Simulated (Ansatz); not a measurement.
Structure: TiO2 (P4_2/mnm) from a database structure, at its r2SCAN minimum. Space group P4_2/mnm (No. 136), tetragonal; conventional cell a = 4.597 Å, c = 2.954 Å, 10.40 Å³ an atom. Ti is surrounded by 6 O at 1.95–1.98 Å and 2 Ti at 2.95 Å; O is surrounded by 3 Ti at 1.95–1.98 Å. The runs used a cell of 12 atoms, 2 times the primitive one, so meshes, points and the kind of gap refer to a folded zone.

4 runs of the PAW code Ansatz on this cell differ in the functional (and in the settings that go with it). Levels are in eV from each run's valence top; v1 is the last filled band, c1 the first empty one.

Run A, mean stress -3.0 GPa (compression positive):
```
point     v5     v3     v1    c1    c2    c3
    Γ  -0.74  -0.42   0.00  4.14  4.46  4.76
    X  -1.60  -1.42  -1.11  4.16  4.16  4.88
   F₀  -1.61  -1.49  -1.14  4.21  4.21  4.89
    W  -2.12  -0.91  -0.91  4.90  4.90  4.90
```

Run B, mean stress -2.8 GPa (compression positive):
```
point     v5     v3     v1    c1    c2    c3
    Γ  -0.75  -0.44   0.00  3.38  3.69  3.99
    X  -1.60  -1.43  -1.13  3.40  3.40  4.11
   F₀  -1.61  -1.51  -1.16  3.45  3.45  4.12
    W  -2.12  -0.91  -0.91  4.13  4.13  4.13
```

Run C, mean stress +5.2 GPa (compression positive):
```
point     v5     v3     v1    c1    c2    c3
    Γ  -0.67  -0.45   0.00  1.89  2.18  2.43
    X  -1.42  -1.29  -1.06  1.92  1.92  2.54
   F₀  -1.43  -1.37  -1.09  1.96  1.96  2.56
    W  -1.97  -0.84  -0.84  2.58  2.58  2.58
```

Run D, mean stress 0.0 GPa (compression positive):
```
point     v5     v3     v1    c1    c2    c3
    Γ  -0.71  -0.48   0.00  2.22  2.54  2.76
    X  -1.47  -1.37  -1.11  2.26  2.26  2.88
   F₀  -1.48  -1.44  -1.14  2.30  2.30  2.89
    W  -2.02  -0.87  -0.87  2.91  2.91  2.91
```

Q: Match the runs to PBE, r2SCAN, HSE06, PBE0.

A: A is PBE0, B is HSE06, C is PBE, D is r2SCAN. In order of the gap: PBE 1.89, r2SCAN 2.22, HSE06 3.38, PBE0 4.14 eV. The stress vanishes for r2SCAN, which relaxed the cell.

No spin polarisation and no zero-point or thermal motion.

The stress of a hybrid is loosely converged in these runs.

The meshes of the hybrids are coarse, so their gaps aren't converged to the digits shown.
